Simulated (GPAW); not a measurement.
# GaP (F-43m) in GPAW: further runs

Runs on GaP. Level: PBE. Tasks: dielectric tensor, G0W0 quasiparticle levels.

Everything below comes from runs of GPAW 26.7.0. Logs are shortened: lines on timing, memory, paths and dates and some standing lists are left out, and cuts for length are marked. The log counts tension as positive stress, the text compression.

## (1) The structure

The structure is cubic, space group F-43m (No. 216). The conventional cell has a = 5.451 Å, b = 5.451 Å, c = 5.451 Å, α = 90.00°, β = 90.00°, γ = 90.00°. Ga (site symmetry -43m) has 4 P at 2.36 Å as nearest neighbours. P (site symmetry -43m) has 4 Ga at 2.36 Å as nearest neighbours.

## (2) Dielectric tensor, PBE

run.py

```python
import numpy as np
from ase import Atoms
from ase.dft.bandgap import bandgap
from ase.io import write
from gpaw import GPAW, PW
from gpaw.response.df import DielectricFunction

atoms = Atoms(['Ga', 'P'],
              cell=[[0.0, 2.72525, 2.72525],
                    [2.72525, 0.0, 2.72525],
                    [2.72525, 2.72525, 0.0]],
              scaled_positions=[[0.0, 0.0, 0.0],
                                [0.75, 0.75, 0.75]],
              pbc=True)

calc = GPAW(mode=PW(450),
            xc='PBE',
            kpts={'size': (7, 7, 7), 'gamma': True},
            occupations={'name': 'fermi-dirac', 'width': 0.001},
            nbands=11,
            convergence={'density': 1e-06},
            maxiter=150,
            txt='gpaw.txt')
atoms.calc = calc
energy = atoms.get_potential_energy()
calc.write('gs.gpw')
write('result.traj', atoms)
print(f'Energy: {energy:.6f} eV')
print('Fermi level:', round(calc.get_fermi_level(), 4), 'eV')
print(f'Gap: {bandgap(calc)[0]:.4f} eV, direct: {bandgap(calc, direct=True)[0]:.4f} eV')

for size in [(15, 15, 15), (21, 21, 21)]:
    name = 'x'.join(str(n) for n in size)
    dense = calc.fixed_density(kpts={'size': size, 'gamma': True},
                               nbands=30, convergence={'bands': 24, 'eigenstates': 1e-7},
                               update_fermi_level=True, txt=f'dense-{name}.txt')
    dense.write(f'{name}.gpw', mode='all')
    df = DielectricFunction(f'{name}.gpw', frequencies=np.array([0.0]), hilbert=False, eta=0.001,
                            ecut=80, nbands=24, intraband=False, txt=f'df-{name}.txt')
    for xc in ['RPA', 'ALDA', 'ALDA_X']:
        for direction in ['x', 'y', 'z', [0, 1, 1], [1, 0, 1], [1, 1, 0]]:
            e0, e = df.get_macroscopic_dielectric_constant(xc=xc, direction=direction)
            print(f'{name} {xc} {direction}: {e0:.4f} without, {e:.4f} with local fields')
```

Potentials or basis: GPAW PAW data sets (gpaw-data 1.2.1), pw.

Command:

```sh
$ OMP_NUM_THREADS=1 python run.py
```

gpaw.txt:

```text
__  _  _
 | _ |_)|_||  |
 |__||  | ||/\| - 26.7.0

Input parameters:
  mode=PW(ecut=450.00000000000006),
  convergence={'density': 1e-06},
  kpts=MonkhorstPack(size=(7, 7, 7), gamma=True),
  maxiter=150,
  nbands=11,
  occupations=Occupations(name='fermi-dirac', width=0.001),
  xc=XC(name='PBE')

Diagonalizing LCAO Hamiltonian
Converting LCAO to pw mode

                    P

       Ga

Atoms  # Å, Bohr magnetons
|   | symbol |        x |        y |        z |    initial magnetic moments |
|---|--------|----------|----------|----------|-----------------------------|
| 0 |     Ga | 0.000000 | 0.000000 | 0.000000 | ( 0.0000,  0.0000,  0.0000) |
| 1 |      P | 4.087875 | 4.087875 | 4.087875 | ( 0.0000,  0.0000,  0.0000) |

Unit cell  # Å
| periodic |        x |        y |        z |  lengths |    angles |
|----------|----------|----------|----------|----------|-----------|
|      yes | 0.000000 | 2.725250 | 2.725250 | 3.854086 | 60.000000 |
|      yes | 2.725250 | 0.000000 | 2.725250 | 3.854086 | 60.000000 |
|      yes | 2.725250 | 2.725250 | 0.000000 | 3.854086 | 60.000000 |

Number of symmetries: 24
Symmetry operations  # r_c * U_cc + t_c -> r_c
|    | kind |            matrix            |
|----|------|------------------------------|
|  0 |  E   |  1, 0, 0,  0, 1, 0,  0, 0, 1 |
|  1 |  σ   |  1, 0, 0,  0, 0, 1,  0, 1, 0 |
|  2 |  σ   |  1, 0,-1,  0, 1,-1,  0, 0,-1 |
|  3 |  C3  |  1, 0,-1,  0, 0,-1,  0, 1,-1 |
|  4 |  C3  |  1,-1, 0,  0,-1, 1,  0,-1, 0 |
|  5 |  σ   |  1,-1, 0,  0,-1, 0,  0,-1, 1 |
|  6 |  σ   |  0, 1, 0,  1, 0, 0,  0, 0, 1 |
|  7 |  C3  |  0, 1, 0,  0, 0, 1,  1, 0, 0 |
|  8 |  C2  |  0, 1,-1,  1, 0,-1,  0, 0,-1 |
|  9 |  S4  |  0, 1,-1,  0, 0,-1,  1, 0,-1 |
| 10 |  C3  |  0, 0, 1,  1, 0, 0,  0, 1, 0 |
| 11 |  σ   |  0, 0, 1,  0, 1, 0,  1, 0, 0 |
| 12 |  S4  |  0, 0,-1,  1, 0,-1,  0, 1,-1 |
| 13 |  C3  |  0, 0,-1,  0, 1,-1,  1, 0,-1 |
| 14 |  S4  |  0,-1, 1,  1,-1, 0,  0,-1, 0 |
| 15 |  C2  |  0,-1, 1,  0,-1, 0,  1,-1, 0 |
| 16 |  C3  |  0,-1, 0,  1,-1, 0,  0,-1, 1 |
| 17 |  S4  |  0,-1, 0,  0,-1, 1,  1,-1, 0 |
| 18 |  S4  | -1, 1, 0, -1, 0, 1, -1, 0, 0 |
| 19 |  C3  | -1, 1, 0, -1, 0, 0, -1, 0, 1 |
| 20 |  C3  | -1, 0, 1, -1, 1, 0, -1, 0, 0 |
| 21 |  S4  | -1, 0, 1, -1, 0, 0, -1, 1, 0 |
| 22 |  σ   | -1, 0, 0, -1, 1, 0, -1, 0, 1 |
| 23 |  C2  | -1, 0, 0, -1, 0, 1, -1, 1, 0 |

BZ-sampling:
  Number of BZ points: 343
  Number of IBZ points: 20

  Monkhorst-Pack size: [7, 7, 7]
  Monkhorst-Pack shift: [0, 0, 0]

K-points  # in reciprocal-cell coordinates
|     |                                coordinates |     weight |
|-----|--------------------------------------------|------------|
|   0 | (  0.00000000,   0.00000000,   0.00000000) | 0.00291545 |
|   1 | (  0.14285714,   0.14285714,   0.00000000) | 0.01749271 |
|   2 | (  0.14285714,   0.14285714,   0.14285714) | 0.02332362 |
|   3 | (  0.28571429,   0.14285714,   0.14285714) | 0.03498542 |
|   4 | (  0.28571429,   0.28571429,   0.00000000) | 0.01749271 |
|   5 | (  0.28571429,   0.28571429,   0.14285714) | 0.06997085 |
|   6 | (  0.28571429,   0.28571429,   0.28571429) | 0.02332362 |
|   7 | (  0.42857143,  -0.28571429,  -0.28571429) | 0.03498542 |
|   8 | (  0.42857143,   0.28571429,  -0.42857143) | 0.13994169 |
|   9 | (  0.42857143,   0.28571429,  -0.28571429) | 0.06997085 |
| ... |                                            |            |
|  19 | (  0.42857143,   0.42857143,   0.42857143) | 0.02332362 |

Plane wave coefficients: 893
Cutoff: 450.00000000000006 eV

Spin-components: 1 (collinear spins)
Bands:           11
Projectors:      10
Spin-degeneracy: 2
Datatype:        complex128

Parallelization:
  kpt:    1
  domain: 1
  band:   1

Density:
  Valence electrons: 8.0
  Components: 1
  Grid points: [20 20 20]
  Charge: 0.0  # |e|

Potential:
  Grid points: [20 20 20]

species:
  Ga:
    name:    Gallium
    Z:       31.0
    valence: 3
    core:    28
    charge:  0.0  # [|e|]
    compensation charges:
      type: gauss
      rc: 0.37  # [Å]
      lmax: 2
    cutoffs:
      filter: 2.06  # [Å]
      core: 4.17  # [Å]
    projectors
    | kind |    occ | energy [eV] | rcut [Å] |
    |------|--------|-------------|----------|
    |   4s |  2.000 |      -8.945 |    1.164 |
    |   4p |  1.000 |      -2.580 |    1.164 |
    |    s |        |      18.266 |    1.164 |
    |    p |        |      24.631 |    1.164 |
    |    d |        |       0.000 |    1.164 |

    Using partial waves for Ga as LCAO basis

  P:
    name:    Phosphorus
    Z:       15.0
    valence: 5
    core:    10
    charge:  0.0  # [|e|]
    compensation charges:
      type: gauss
      rc: 0.30  # [Å]
      lmax: 2
    cutoffs:
      filter: 1.69  # [Å]
      core: 1.81  # [Å]
    projectors
    | kind |    occ | energy [eV] | rcut [Å] |
    |------|--------|-------------|----------|
    |   3s |  2.000 |     -13.968 |    0.953 |
    |   3p |  3.000 |      -5.506 |    0.953 |
    |    s |        |      13.244 |    0.953 |
    |    p |        |      21.705 |    0.953 |
    |    d |        |       0.000 |    0.953 |

    Using partial waves for P as LCAO basis

Reference energy: -62187.585188  # eV

eigensolver:
  PPCG
  Converge bands: occupied
  niter=2

density mixing:
  MSR1-Mixer
  Pratt-step length: 0.05
  Maximum mixing coefficient: 0.75
  Old densities: 10
  SVD Regularization: 0.005
  Good broyden scale: 1.0
  Trust region scale: 1.0
  Backstep threshold: 4.0
  History deletion threshold: 6.0
  Fourier metric: weight=20.0, sigma=0.015

occupation numbers:
  Fermi-Dirac:
    width: 0.0010  # eV

poisson solver:
  ecut: 3600.0000000000005  # eV

xc functional:
  name: PBE with 2 nearest neighbor stencil

convergence criteria:
- Maximum integral of absolute [dens]ity change: 1e-06 electrons / valence electron
- Maximum [total energy] change in last 3 cyles: 0.0005 eV / valence electron
- Maximum integral of absolute [eigenst]ate change: 4e-08 eV^2 / valence electron
maximum number of iterations: 150

SCF iterations
|iter     | |      energy | eigst |  dens |
|---------|-|-------------|-------|-------|
|iter:   1| |   -9.215000 | -0.29 |       |
|iter:   2| |   -9.180654 | -2.35 | -0.83 |
|iter:   3| |   -9.031321 | -1.89 | -0.87 |
|iter:   4| |   -9.032517 | -3.45 | -1.52 |
|iter:   5| |   -9.032806c| -4.35 | -2.05 |
|iter:   6| |   -9.032843c| -5.62 | -2.80 |
|iter:   7| |   -9.032843c| -7.20 | -3.79 |
|iter:   8| |   -9.032843c| -7.59c| -4.36 |
|iter:   9| |   -9.032843c| -8.65c| -5.34 |
|iter:  10| |   -9.032843c| -9.20c| -5.88 |
|iter:  11| |   -9.032843c| -9.93c| -6.70c|

Converged in 11 steps
Energy contributions relative to reference atoms: (reference = -62187.585188)

Energy contributions:
  Kinetic:          24.596899
  Coulomb:         -21.580591
  Zero:              0.014000
  External:          0.000000
  Xc:              -12.063150
  Entropy:          -0.000000
  Spinorbit:         0.000000
  ----------------------------
  Free energy:      -9.032843
  Extrapolated:     -9.032843

dipole moment: (-10.816887, -10.816887, -10.816887)  # |e|*Ang

Fermi level: 5.492
Eigenvalues  # (at kpt = [0.000, 0.000, 0.000])
| band index |      eig [eV] | occ [0-2] |
|------------|---------------|-----------|
|          0 |        -7.507 |     2.000 |
|          1 |         4.956 |     2.000 |
|          2 |         4.956 |     2.000 |
|          3 |         4.956 |     2.000 |
|          4 |         6.850 |     0.000 |
|          5 |         8.886 |     0.000 |
|          6 |         8.886 |     0.000 |
|          7 |         8.886 |     0.000 |
|          8 |        13.832 |     0.000 |
|          9 |        14.656 |     0.000 |
|         10 |        14.656 |     0.000 |

Gap: 1.613 eV
Transition (v -> c):
  (s=0, k=0, n=3, [0.00, 0.00, 0.00]) -> (s=0, k=16, n=4, [0.43, 0.43, 0.00])
Direct/indirect transitions are different
Direct gap: 1.894 eV
Transition at: (s=0, k=0, n=3, [0.00, 0.00, 0.00])
# Writing to gs.gpw (mode='')
```

It took 7.3 min on 1 thread of Intel Xeon at 2.50GHz (Skylake/Cascade Lake), shared host; peak memory 0.88 GiB.

What came out:

```
Free energy                             : -9.0328 eV
Band gap on the k mesh                  : 1.61 eV, indirect (least direct gap 1.89 eV)
Electronic dielectric tensor (diagonal) : 9.35
```

Electronic dielectric tensor:
```
9.35 0.00 0.00
0.00 9.35 0.00
0.00 0.00 9.35
```

Caveat: the long-wavelength limit can be off by a per cent or two; an odd mesh through Γ misses points on the zone boundary, where band edges often lie.

## (3) G0W0 quasiparticle levels, PBE

run.py

```python
import json
import numpy as np
from ase import Atoms
from ase.dft.bandgap import bandgap
from ase.io import write
from gpaw import GPAW, PW
from gpaw.response.g0w0 import G0W0

atoms = Atoms(['Ga', 'P'],
              cell=[[0.0, 2.72525, 2.72525],
                    [2.72525, 0.0, 2.72525],
                    [2.72525, 2.72525, 0.0]],
              scaled_positions=[[0.0, 0.0, 0.0],
                                [0.75, 0.75, 0.75]],
              pbc=True)

calc = GPAW(mode=PW(400),
            xc='PBE',
            kpts={'size': (5, 5, 5), 'gamma': True},
            occupations={'name': 'fermi-dirac', 'width': 0.001},
            nbands=11,
            convergence={'density': 1e-06},
            maxiter=150,
            txt='gpaw.txt')
atoms.calc = calc
energy = atoms.get_potential_energy()
calc.write('gs.gpw')
write('result.traj', atoms)
print(f'Energy: {energy:.6f} eV')
print('Fermi level:', round(calc.get_fermi_level(), 4), 'eV')
print(f'Gap: {bandgap(calc)[0]:.4f} eV, direct: {bandgap(calc, direct=True)[0]:.4f} eV')

calc.diagonalize_full_hamiltonian(nbands=69)
calc.write('full.gpw', mode='all')

ibz = calc.get_ibz_k_points()
gap, vbm, cbm = bandgap(calc, output=None)
gap, direct, _ = bandgap(calc, direct=True, output=None)
gamma = int(np.abs(ibz).sum(1).argmin())
kpts = sorted({gamma, vbm[1], cbm[1], direct[1]})
gw = G0W0(calc='full.gpw',
          filename='gw',
          ecut=80,
          ecut_extrapolation=False,
          relbands=(-2, 2),
          kpts=kpts,
          integrate_gamma='WS',
          nbands=65,
          ppa=True)
gw.calculate()
results = {mode: {key: np.asarray(r[key]).tolist() for key in ['f', 'eps', 'vxc', 'exx', 'sigma', 'Z', 'qp', 'sigma_eskn']}
           for mode, r in gw.all_results.items()}
json.dump({'kpts': ibz[kpts].tolist(), 'results': results}, open('gw.json', 'w'))
for mode, r in results.items():
    f, qp = np.array(r['f']), np.array(r['qp'])
    print(mode, 'quasiparticle energies (eV):')
    print(qp.round(3))
    print(mode, 'gap:', round(qp[f < 0.5].min() - qp[f > 0.5].max(), 4), 'eV')
```

Potentials or basis: GPAW PAW data sets (gpaw-data 1.2.1), pw.

Command:

```sh
$ OMP_NUM_THREADS=1 python run.py
```

gpaw.txt:

```text
__  _  _
 | _ |_)|_||  |
 |__||  | ||/\| - 26.7.0

Input parameters:
  mode=PW(ecut=400.0),
  convergence={'density': 1e-06},
  kpts=MonkhorstPack(size=(5, 5, 5), gamma=True),
  maxiter=150,
  nbands=11,
  occupations=Occupations(name='fermi-dirac', width=0.001),
  xc=XC(name='PBE')

Diagonalizing LCAO Hamiltonian
Converting LCAO to pw mode

                    P

       Ga

Atoms  # Å, Bohr magnetons
|   | symbol |        x |        y |        z |    initial magnetic moments |
|---|--------|----------|----------|----------|-----------------------------|
| 0 |     Ga | 0.000000 | 0.000000 | 0.000000 | ( 0.0000,  0.0000,  0.0000) |
| 1 |      P | 4.087875 | 4.087875 | 4.087875 | ( 0.0000,  0.0000,  0.0000) |

Unit cell  # Å
| periodic |        x |        y |        z |  lengths |    angles |
|----------|----------|----------|----------|----------|-----------|
|      yes | 0.000000 | 2.725250 | 2.725250 | 3.854086 | 60.000000 |
|      yes | 2.725250 | 0.000000 | 2.725250 | 3.854086 | 60.000000 |
|      yes | 2.725250 | 2.725250 | 0.000000 | 3.854086 | 60.000000 |

Number of symmetries: 24
Symmetry operations  # r_c * U_cc + t_c -> r_c
|    | kind |            matrix            |
|----|------|------------------------------|
|  0 |  E   |  1, 0, 0,  0, 1, 0,  0, 0, 1 |
|  1 |  σ   |  1, 0, 0,  0, 0, 1,  0, 1, 0 |
|  2 |  σ   |  1, 0,-1,  0, 1,-1,  0, 0,-1 |
|  3 |  C3  |  1, 0,-1,  0, 0,-1,  0, 1,-1 |
|  4 |  C3  |  1,-1, 0,  0,-1, 1,  0,-1, 0 |
|  5 |  σ   |  1,-1, 0,  0,-1, 0,  0,-1, 1 |
|  6 |  σ   |  0, 1, 0,  1, 0, 0,  0, 0, 1 |
|  7 |  C3  |  0, 1, 0,  0, 0, 1,  1, 0, 0 |
|  8 |  C2  |  0, 1,-1,  1, 0,-1,  0, 0,-1 |
|  9 |  S4  |  0, 1,-1,  0, 0,-1,  1, 0,-1 |
| 10 |  C3  |  0, 0, 1,  1, 0, 0,  0, 1, 0 |
| 11 |  σ   |  0, 0, 1,  0, 1, 0,  1, 0, 0 |
| 12 |  S4  |  0, 0,-1,  1, 0,-1,  0, 1,-1 |
| 13 |  C3  |  0, 0,-1,  0, 1,-1,  1, 0,-1 |
| 14 |  S4  |  0,-1, 1,  1,-1, 0,  0,-1, 0 |
| 15 |  C2  |  0,-1, 1,  0,-1, 0,  1,-1, 0 |
| 16 |  C3  |  0,-1, 0,  1,-1, 0,  0,-1, 1 |
| 17 |  S4  |  0,-1, 0,  0,-1, 1,  1,-1, 0 |
| 18 |  S4  | -1, 1, 0, -1, 0, 1, -1, 0, 0 |
| 19 |  C3  | -1, 1, 0, -1, 0, 0, -1, 0, 1 |
| 20 |  C3  | -1, 0, 1, -1, 1, 0, -1, 0, 0 |
| 21 |  S4  | -1, 0, 1, -1, 0, 0, -1, 1, 0 |
| 22 |  σ   | -1, 0, 0, -1, 1, 0, -1, 0, 1 |
| 23 |  C2  | -1, 0, 0, -1, 0, 1, -1, 1, 0 |

BZ-sampling:
  Number of BZ points: 125
  Number of IBZ points: 10

  Monkhorst-Pack size: [5, 5, 5]
  Monkhorst-Pack shift: [0, 0, 0]

K-points  # in reciprocal-cell coordinates
|   |                                coordinates |     weight |
|---|--------------------------------------------|------------|
| 0 | (  0.00000000,   0.00000000,   0.00000000) | 0.00800000 |
| 1 | (  0.20000000,   0.20000000,   0.00000000) | 0.04800000 |
| 2 | (  0.20000000,   0.20000000,   0.20000000) | 0.06400000 |
| 3 | (  0.40000000,   0.20000000,  -0.20000000) | 0.19200000 |
| 4 | (  0.40000000,   0.20000000,   0.20000000) | 0.09600000 |
| 5 | (  0.40000000,   0.40000000,  -0.40000000) | 0.19200000 |
| 6 | (  0.40000000,   0.40000000,  -0.20000000) | 0.09600000 |
| 7 | (  0.40000000,   0.40000000,   0.00000000) | 0.04800000 |
| 8 | (  0.40000000,   0.40000000,   0.20000000) | 0.19200000 |
| 9 | (  0.40000000,   0.40000000,   0.40000000) | 0.06400000 |

Plane wave coefficients: 745
Cutoff: 400.0 eV

Spin-components: 1 (collinear spins)
Bands:           11
Projectors:      10
Spin-degeneracy: 2
Datatype:        complex128

Parallelization:
  kpt:    1
  domain: 1
  band:   1

Density:
  Valence electrons: 8.0
  Components: 1
  Grid points: [18 18 18]
  Charge: 0.0  # |e|

Potential:
  Grid points: [18 18 18]

species:
  Ga:
    name:    Gallium
    Z:       31.0
    valence: 3
    core:    28
    charge:  0.0  # [|e|]
    compensation charges:
      type: gauss
      rc: 0.37  # [Å]
      lmax: 2
    cutoffs:
      filter: 2.06  # [Å]
      core: 4.17  # [Å]
    projectors
    | kind |    occ | energy [eV] | rcut [Å] |
    |------|--------|-------------|----------|
    |   4s |  2.000 |      -8.945 |    1.164 |
    |   4p |  1.000 |      -2.580 |    1.164 |
    |    s |        |      18.266 |    1.164 |
    |    p |        |      24.631 |    1.164 |
    |    d |        |       0.000 |    1.164 |

    Using partial waves for Ga as LCAO basis

  P:
    name:    Phosphorus
    Z:       15.0
    valence: 5
    core:    10
    charge:  0.0  # [|e|]
    compensation charges:
      type: gauss
      rc: 0.30  # [Å]
      lmax: 2
    cutoffs:
      filter: 1.69  # [Å]
      core: 1.81  # [Å]
    projectors
    | kind |    occ | energy [eV] | rcut [Å] |
    |------|--------|-------------|----------|
    |   3s |  2.000 |     -13.968 |    0.953 |
    |   3p |  3.000 |      -5.506 |    0.953 |
    |    s |        |      13.244 |    0.953 |
    |    p |        |      21.705 |    0.953 |
    |    d |        |       0.000 |    0.953 |

    Using partial waves for P as LCAO basis

Reference energy: -62187.585188  # eV

eigensolver:
  PPCG
  Converge bands: occupied
  niter=2

density mixing:
  MSR1-Mixer
  Pratt-step length: 0.05
  Maximum mixing coefficient: 0.75
  Old densities: 10
  SVD Regularization: 0.005
  Good broyden scale: 1.0
  Trust region scale: 1.0
  Backstep threshold: 4.0
  History deletion threshold: 6.0
  Fourier metric: weight=20.0, sigma=0.015

occupation numbers:
  Fermi-Dirac:
    width: 0.0010  # eV

poisson solver:
  ecut: 3200.0  # eV

xc functional:
  name: PBE with 2 nearest neighbor stencil

convergence criteria:
- Maximum integral of absolute [dens]ity change: 1e-06 electrons / valence electron
- Maximum [total energy] change in last 3 cyles: 0.0005 eV / valence electron
- Maximum integral of absolute [eigenst]ate change: 4e-08 eV^2 / valence electron
maximum number of iterations: 150

SCF iterations
|iter     | |      energy | eigst |  dens |
|---------|-|-------------|-------|-------|
|iter:   1| |   -9.183644 | -0.29 |       |
|iter:   2| |   -9.147366 | -2.39 | -0.83 |
|iter:   3| |   -8.991234 | -1.86 | -0.86 |
|iter:   4| |   -8.992572 | -3.45 | -1.51 |
|iter:   5| |   -8.992878c| -4.35 | -2.05 |
|iter:   6| |   -8.992913c| -5.63 | -2.80 |
|iter:   7| |   -8.992913c| -7.20 | -3.76 |
|iter:   8| |   -8.992913c| -7.57c| -4.32 |
|iter:   9| |   -8.992913c| -8.64c| -5.33 |
|iter:  10| |   -8.992913c| -9.19c| -5.89 |
|iter:  11| |   -8.992913c| -9.90c| -6.67c|

Converged in 11 steps
Energy contributions relative to reference atoms: (reference = -62187.585188)

Energy contributions:
  Kinetic:          24.667558
  Coulomb:         -21.565622
  Zero:              0.011946
  External:          0.000000
  Xc:              -12.106795
  Entropy:          -0.000000
  Spinorbit:         0.000000
  ----------------------------
  Free energy:      -8.992913
  Extrapolated:     -8.992913

dipole moment: (-10.812986, -10.812986, -10.812986)  # |e|*Ang

Fermi level: 5.491
Eigenvalues  # (at kpt = [0.000, 0.000, 0.000])
| band index |      eig [eV] | occ [0-2] |
|------------|---------------|-----------|
|          0 |        -7.494 |     2.000 |
|          1 |         4.972 |     2.000 |
|          2 |         4.972 |     2.000 |
|          3 |         4.972 |     2.000 |
|          4 |         6.863 |     0.000 |
|          5 |         8.892 |     0.000 |
|          6 |         8.892 |     0.000 |
|          7 |         8.892 |     0.000 |
|          8 |        13.842 |     0.000 |
|          9 |        14.664 |     0.000 |
|         10 |        14.664 |     0.000 |

Gap: 1.620 eV
Transition (v -> c):
  (s=0, k=0, n=3, [0.00, 0.00, 0.00]) -> (s=0, k=7, n=4, [0.40, 0.40, 0.00])
Direct/indirect transitions are different
Direct gap: 1.891 eV
Transition at: (s=0, k=0, n=3, [0.00, 0.00, 0.00])
# Writing to gs.gpw (mode='')

Matrix size: 745x745
# Writing to full.gpw (mode='all')
```

Wall time 41 s (1 thread of Arm Neoverse V2, shared host); peak memory 0.28 GiB.

Results:

```yaml
Free_energy: -8.9929 eV
Band_gap_on_the_k_mesh_mean-field_level: 1.62 eV, indirect (least direct gap 1.89 eV)
Quasiparticle_gap: 2.16 eV
Least_direct_quasiparticle_gap: 2.96 eV
```

Caveat: the k mesh is coarse; the quasiparticle gap is taken among the few k points that were corrected; the long-wavelength limit can be off by a per cent or two; an odd mesh through Γ misses points on the zone boundary, where band edges often lie.

## (4) Comparison with measurements

Step 2. The gap isn't set beside the deposited one, since this odd mesh misses points on the zone boundary.

Step 3. The gap isn't set beside the deposited one, since this odd mesh misses points on the zone boundary.
